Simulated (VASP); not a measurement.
# Cs2AgBiBr6 (Fm-3m) in VASP: settings compared, part 2 of 3

VASP 6.6.1. The steps go on from the part before.

## Step 4: Relaxation of cell and atoms, optB88-vdW

Contents of INCAR:

```
SYSTEM = Cs2AgBiBr6
PREC = Accurate
ENCUT = 600
EDIFF = 1E-6
ISMEAR = -1
SIGMA = 0.05
LREAL = .False.
LASPH = .True.
NELM = 60
ALGO = Fast
ISIF = 3
LWAVE = .False.
LCHARG = .False.
GGA = BO
LUSE_VDW = .True.
AGGAC = 0.0
PARAM1 = 0.1833333333
PARAM2 = 0.22
IBRION = 2
NSW = 40
EDIFFG = -0.005
```

Contents of KPOINTS:

```
Automatic mesh
0
Gamma
  3 3 3
  0 0 0
```

Contents of POSCAR:

```
Cs2AgBiBr6
1.0
    0.0000000000      5.6161000000      5.6161000000
    5.6161000000      0.0000000000      5.6161000000
    5.6161000000      5.6161000000      0.0000000000
Bi Cs Ag Br
1 2 1 6
Direct
    0.0000000000      0.0000000000      0.0000000000
    0.7500000000      0.7500000000      0.7500000000
    0.2500000000      0.2500000000      0.2500000000
    0.5000000000      0.5000000000      0.5000000000
    0.7494500000      0.7494500000      0.2505500000
    0.2505500000      0.2505500000      0.7494500000
    0.7494500000      0.2505500000      0.2505500000
    0.7494500000      0.2505500000      0.7494500000
    0.2505500000      0.7494500000      0.7494500000
    0.2505500000      0.7494500000      0.2505500000
```

Potentials or basis: VASP PAW PBE potentials, release 64 (Bi_d, Cs_sv, Ag, Br).

Run with:

```sh
$ cat potpaw_PBE.64/Bi_d/POTCAR potpaw_PBE.64/Cs_sv/POTCAR potpaw_PBE.64/Ag/POTCAR potpaw_PBE.64/Br/POTCAR > POTCAR
$ mpirun -np 1 vasp_std > vasp.out
```

OUTCAR:

```text
SYSTEM = Cs2AgBiBr6
   PREC = Accurate
   ENCUT = 600
   EDIFF = 1E-6
   ISMEAR = -1
   LREAL = .False.
   LASPH = .True.
   NELM = 60
   ISIF = 3
   GGA = BO
   IBRION = 2
   NSW = 40
   EDIFFG = -0.005

 ion  position               nearest neighbor table
   1  0.000  0.000  0.000-   5 2.81   6 2.81   7 2.81   8 2.81   9 2.81  10 2.81
   2  0.750  0.750  0.750-
   3  0.250  0.250  0.250-
   4  0.500  0.500  0.500-   5 2.80   6 2.80   7 2.80   8 2.80   9 2.80  10 2.80
   5  0.749  0.749  0.251-   4 2.80   1 2.81
   6  0.251  0.251  0.749-   4 2.80   1 2.81
   7  0.749  0.251  0.251-   4 2.80   1 2.81
   8  0.749  0.251  0.749-   4 2.80   1 2.81
   9  0.251  0.749  0.749-   4 2.80   1 2.81
  10  0.251  0.749  0.251-   4 2.80   1 2.81

  LATTYP: Found a face centered cubic cell.
 ALAT       =    11.2322000000

  Lattice vectors:

 A1 = (   0.0000000000,   5.6161000000,   5.6161000000)
 A2 = (   5.6161000000,   0.0000000000,   5.6161000000)
 A3 = (   5.6161000000,   5.6161000000,   0.0000000000)

Analysis of symmetry for initial positions (statically):
=====================================================================
 Subroutine PRICEL returns:
 Original cell was already a primitive cell.

 Routine SETGRP: Setting up the symmetry group for a
 face centered cubic supercell.

 Subroutine GETGRP returns: Found 48 space group operations
 (whereof 48 operations were pure point group operations)
 out of a pool of 48 trial point group operations.

The static configuration has the point symmetry O_h .

Analysis of symmetry for dynamics (positions and initial velocities):
=====================================================================
 Subroutine PRICEL returns:
 Original cell was already a primitive cell.

 Routine SETGRP: Setting up the symmetry group for a
 face centered cubic supercell.

 Subroutine GETGRP returns: Found 48 space group operations
 (whereof 48 operations were pure point group operations)
 out of a pool of 48 trial point group operations.

The dynamic configuration has the point symmetry O_h .

 Subroutine INISYM returns: Found 48 space group operations
 (whereof 48 operations are pure point group operations),
 and found     1 'primitive' translations

----------------------------------------------------------------------------------------

                                     Primitive cell

  volume of cell :     354.2701

  direct lattice vectors                    reciprocal lattice vectors
     0.000000000  5.616100000  5.616100000    -0.089029754  0.089029754  0.089029754
     5.616100000  0.000000000  5.616100000     0.089029754 -0.089029754  0.089029754
     5.616100000  5.616100000  0.000000000     0.089029754  0.089029754 -0.089029754

  length of vectors
     7.942364788  7.942364788  7.942364788     0.154204057  0.154204057  0.154204057

  position of ions in fractional coordinates (direct lattice)
     0.000000000  0.000000000  0.000000000
     0.750000000  0.750000000  0.750000000
     0.250000000  0.250000000  0.250000000
     0.500000000  0.500000000  0.500000000
     0.749450000  0.749450000  0.250550000
     0.250550000  0.250550000  0.749450000
     0.749450000  0.250550000  0.250550000
     0.749450000  0.250550000  0.749450000
     0.250550000  0.749450000  0.749450000
     0.250550000  0.749450000  0.250550000

  ion indices of the primitive-cell ions
   primitive index   ion index
                 1           1
                 2           2
                 3           3
                 4           4
                 5           5
                 6           6
                 7           7
                 8           8
                 9           9
                10          10

----------------------------------------------------------------------------------------

 KPOINTS: Automatic mesh

Automatic generation of k-mesh.
 Grid dimensions read from file:
 generate k-points for:    3    3    3

 Generating k-lattice:

  Cartesian coordinates                     Fractional coordinates (reciprocal lattice)
    -0.029676585  0.029676585  0.029676585     0.333333333  0.000000000  0.000000000
     0.029676585 -0.029676585  0.029676585     0.000000000  0.333333333  0.000000000
     0.029676585  0.029676585 -0.029676585     0.000000000  0.000000000  0.333333333

  Length of vectors
     0.051401352  0.051401352  0.051401352

  Shift w.r.t. Gamma in fractional coordinates (k-lattice)
     0.000000000  0.000000000  0.000000000

 Subroutine IBZKPT returns following result:
 ===========================================

 Found      4 irreducible k-points:

 Following reciprocal coordinates:
            Coordinates               Weight
  0.000000  0.000000  0.000000      1.000000
  0.333333  0.000000  0.000000      8.000000
  0.333333  0.333333  0.000000      6.000000
 -0.333333  0.333333  0.000000     12.000000
   k-points           NKPTS =      4   k-points in BZ     NKDIM =      4   number of bands    NBANDS=     51
   number of dos      NEDOS =    301   number of ions     NIONS =     10
   total plane-waves  NPLWV = 262144
   dimension x,y,z NGX =    64 NGY =   64 NGZ =   64
   dimension x,y,z NGXF=   128 NGYF=  128 NGZF=  128
   ions per type =               1   2   1   6
   NGX,Y,Z   is equivalent  to a cutoff of  13.40, 13.40, 13.40 a.u.
   NGXF,Y,Z  is equivalent  to a cutoff of  26.79, 26.79, 26.79 a.u.
 SYSTEM =  Cs2AgBiBr6
   PREC   = accura    normal or accurate (medium, high low for compatibility)
   ISTART =      0    job   : 0-new  1-cont  2-samecut
   ICHARG =      2    charge: 1-file 2-atom 10-const
   ISPIN  =      1    spin polarized calculation?
   LNONCOLLINEAR =      F non collinear calculations
   LSORBIT =      F    spin-orbit coupling
   LASPH  =      T    aspherical Exc in radial PAW
   ENCUT  =  600.0 eV  44.10 Ry    6.64 a.u.  15.86 15.86 15.86*2*pi/ulx,y,z
   NELM   =     60;   NELMIN=  2; NELMDL= -5     # of ELM steps
   EDIFF  = 0.1E-05   stopping-criterion for ELM
   LREAL  =      F    real-space projection
   EDIFFG = -.5E-02   stopping-criterion for IOM
   NSW    =     40    number of steps for IOM
   IBRION =      2    ionic relax: 0-MD 1-quasi-New 2-CG
   NFREE  =      1    steps in history (QN), initial steepest desc. (CG)
   ISIF   =      3    stress and relaxation
   ISYM   =      2    0-nonsym 1-usesym 2-fastsym
   POTIM  = 0.5000    time-step for ionic-motion
   TEBEG  =    0.0;   TEEND  =   0.0 temperature during run
   PSTRESS=    0.0 pullay stress
   NELECT =      86.0000    total number of electrons
   NUPDOWN=      -1.0000    fix difference up-down
   EMIN   =  10.00;   EMAX   =-10.00  energy-range for DOS
   EFERMI =   0.00;   METHOD = LEGACY
   ISMEAR =    -1;   SIGMA  =   0.05  broadening in eV -4-tet -1-fermi 0-gaus
   EFERMI_NEDOS =   21; number of points for ismear=-14 and -15
   IALGO  =     68    algorithm
   IMIX   =      4    mixing-type and parameters
     AMIX     =   0.40;   BMIX     =  1.00
     AMIX_MAG =   1.60;   BMIX_MAG =  1.00
  volume/ion in A,a.u.               =      35.43       239.07
  Fermi-wavevector in a.u.,A,eV,Ry     =   1.021244  1.929871 14.190049  1.042939
  Thomas-Fermi vector in A             =   2.154858
   LORBIT       =      0    0 simple, 1 ext, 2 COOP (PROOUT), +10 PAW based schemes
   GGA     = BO    functional components
   LHFCALC =     F    Hartree Fock is set to
   AEXX    =    0.0000 exact exchange contribution
   IVDW_NL    =     1    kernel type
   BPARAM     = 6.3000
   IVDW    =     0    specifies the selected vdW correction
   LEPSILON=     F    determine dielectric tensor
   LRPA    =     F    only Hartree local field effects (RPA)
 conjugate gradient relaxation of ions
 non-spin polarized calculation
 RMM-DIIS sequential band-by-band and
  energy-cutoff  :      600.00
  volume of cell :      354.27
 maximum number of plane-waves:     11862
   NGX = 31   NGY = 31   NGZ = 31

--------------------------------------- Ionic step        1  -------------------------------------------

 number of electron      85.9999996 magnetization

 Free energy of the ion-electron system (eV)
  ---------------------------------------------------
  ext. energy  EPLUGINS =         0.00000000
  ---------------------------------------------------
  free energy    TOTEN  =        -7.47449891 eV

  energy without entropy =       -7.47449890  energy(sigma->0) =       -7.47449890

------------------------ aborting loop because EDIFF is reached ----------------------------------------

  FORCE on cell =-STRESS in cart. coord.  units (eV):
  Direction    XX          YY          ZZ          XY          YZ          ZX
  --------------------------------------------------------------------------------------
  -------------------------------------------------------------------------------------
  Total        2.1676769      2.1676769      2.1676769     -0.0000000      0.0000000     -0.0000000
  in kB        9.8032629      9.8032629      9.8032629     -0.0000000      0.0000000     -0.0000000
  external PRESSURE =       9.8032629 kB  Pullay stress =       0.0000000 kB
[... 171 lines left out ...]
--------------------------------------- Ionic step        5  -------------------------------------------

 number of electron      85.9999999 magnetization

 Free energy of the ion-electron system (eV)
  ---------------------------------------------------
  ext. energy  EPLUGINS =         0.00000000
  ---------------------------------------------------
  free energy    TOTEN  =        -7.52840702 eV

  energy without entropy =       -7.52840701  energy(sigma->0) =       -7.52840702

 E-fermi :   1.5548     XC(G=0):  -8.2508

 val. band max:        0.6125548745   @ k =  -0.3333   0.3333   0.0000
 cond. band min:       2.4761740827   @ k =   0.3333   0.0000   0.0000
 fundamental gap:      1.8636192083
 Fermi energy:         1.5547838007

 k-point     1 :       0.0000    0.0000    0.0000
  band No.  band energies     occupation
      1     -22.1153      2.00000
      2     -22.1153      2.00000
      3     -22.0813      2.00000
      4     -22.0813      2.00000
      5     -22.0813      2.00000
      6     -19.7428      2.00000
[... 246 lines left out ...]
  energy  without entropy=       -7.5284070117  energy(sigma->0) =       -7.52840702

Total vdW correction in eV:     18.2046005

 reached required accuracy - stopping structural energy minimisation
```

Run time: 36 min. Hardware: 1 thread of Intel Xeon 6975P-C (Granite Rapids), shared host; peak memory 1.8 GiB.

What came out:

```
Free energy                            : -7.5284 eV
Relaxed volume                         : 36.32 Å³/atom
Relaxed cell                           : a = 8.008 Å, b = 8.008 Å, c = 8.008 Å, α = 60.00°, β = 60.00°, γ = 60.00°
Space group after relaxing (to 0.05 Å) : Fm-3m (No. 225)
Energy gained by relaxing              : 5.4 meV/atom
Ionic steps                            : 5
Pressure after relaxing                : 0.0 GPa
Band gap on the k mesh                 : 1.86 eV, indirect (least direct gap 2.48 eV)
```

The path:
| step | energy change (eV) | largest force (eV/Å) | pressure (GPa) | volume (Å³) |
| --- | --- | --- | --- | --- |
| 1 | 0.0000 | 0.3391 | 0.98 | 354.27 |
| 2 | -0.0507 | 0.0816 | -0.08 | 365.50 |
| 3 | -0.0507 | 0.0761 | -0.10 | 365.77 |
| 4 | -0.0527 | 0.0476 | -0.06 | 364.79 |
| 5 | -0.0539 | 0.0007 | 0.01 | 363.18 |

Final structure:
```cif
data_structure
_symmetry_space_group_name_H-M 'P 1'
_symmetry_Int_Tables_number 1
_cell_length_a 8.0084
_cell_length_b 8.0084
_cell_length_c 8.0084
_cell_angle_alpha 60.000
_cell_angle_beta 60.000
_cell_angle_gamma 60.000
_cell_volume 363.18
loop_
_atom_site_label
_atom_site_type_symbol
_atom_site_fract_x
_atom_site_fract_y
_atom_site_fract_z
_atom_site_occupancy
Bi1 Bi 0.00000 0.00000 0.00000 1
Cs1 Cs 0.75000 0.75000 0.75000 1
Cs2 Cs 0.25000 0.25000 0.25000 1
Ag1 Ag 0.50000 0.50000 0.50000 1
Br1 Br 0.74701 0.74701 0.25299 1
Br2 Br 0.25299 0.25299 0.74701 1
Br3 Br 0.74701 0.25299 0.25299 1
Br4 Br 0.74701 0.25299 0.74701 1
Br5 Br 0.25299 0.74701 0.74701 1
Br6 Br 0.25299 0.74701 0.25299 1
```

Caveat: the PAW data sets were made with another functional, which shifts forces and pressure a little; spin-orbit coupling is left out, which as a rule narrows the gap of such compounds by several tenths of an eV; an odd mesh through Γ misses points on the zone boundary, where band edges often lie.

## Step 5: Relaxation of cell and atoms, PBE

Contents of INCAR:

```
ALGO = Normal
EDIFF = 1E-7
EDIFFG = -0.01
ENCUT = 600
GGA = PE
IBRION = 2
ISIF = 3
ISMEAR = -1
LASPH = True
LCHARG = False
LREAL = False
LWAVE = False
NELM = 80
NSW = 60
PREC = Accurate
SIGMA = 0.05
```

Contents of KPOINTS:

```
k-points
0
Gamma
  3 3 3
```

POSCAR is that of step 4.

Run with:

```sh
$ cat potpaw_PBE.64/Bi_d/POTCAR potpaw_PBE.64/Cs_sv/POTCAR potpaw_PBE.64/Ag/POTCAR potpaw_PBE.64/Br/POTCAR > POTCAR
$ mpirun -np 1 vasp_std > vasp.out
```

It took 7.7 min on 1 thread of Intel Xeon 6975P-C (Granite Rapids), shared host; peak memory 0.69 GiB.

Results (log left out):

```
Free energy                            : -29.6113 eV
Relaxed volume                         : 37.75 Å³/atom
Relaxed cell                           : a = 8.112 Å, b = 8.112 Å, c = 8.112 Å, α = 60.00°, β = 60.00°, γ = 60.00°
Space group after relaxing (to 0.05 Å) : Fm-3m (No. 225)
Energy gained by relaxing              : 13.7 meV/atom
Ionic steps                            : 6
Pressure after relaxing                : 0.0 GPa
Band gap on the k mesh                 : 1.90 eV, indirect (least direct gap 2.48 eV)
```

Step by step:
```
step  energy change (eV)  largest force (eV/Å)  pressure (GPa)  volume (Å³)
   1              0.0000                0.2916            1.87       354.27
   2             -0.1363                0.0226            0.10       375.87
   3             -0.1366                0.0363            0.02       376.99
   4             -0.1366                0.0306            0.05       376.53
   5             -0.1369                0.0200            0.04       376.84
   6             -0.1372                0.0007            0.03       377.46
```

Final structure:
```
Bi Cs Ag Br
1.0
     0.00000    5.73606    5.73606
     5.73606    0.00000    5.73606
     5.73606    5.73606    0.00000
Bi Cs Ag Br
1 2 1 6
Cartesian
  0.0000 0.0000 0.0000
  8.6041 8.6041 8.6041
  2.8680 2.8680 2.8680
  5.7361 5.7361 5.7361
  5.7361 5.7361 8.5880
  5.7361 5.7361 2.8841
  2.8841 5.7361 5.7361
  5.7361 8.5880 5.7361
  8.5880 5.7361 5.7361
  5.7361 2.8841 5.7361
```

Levels at points of the mesh, in eV from the valence-band top:
```csv
k point,band 40,band 41,band 42,band 43,band 44,band 45,band 46,band 47
"(0.00, 0.00, 0.00)",-0.66,-0.66,-0.23,-0.23,2.66,2.66,2.66,4.04
```

Caveat: spin-orbit coupling is left out, which as a rule narrows the gap of such compounds by several tenths of an eV; an odd mesh through Γ misses points on the zone boundary, where band edges often lie. Zero-point motion and thermal expansion aren't in these numbers.

(Continued in part 3 of 3.)
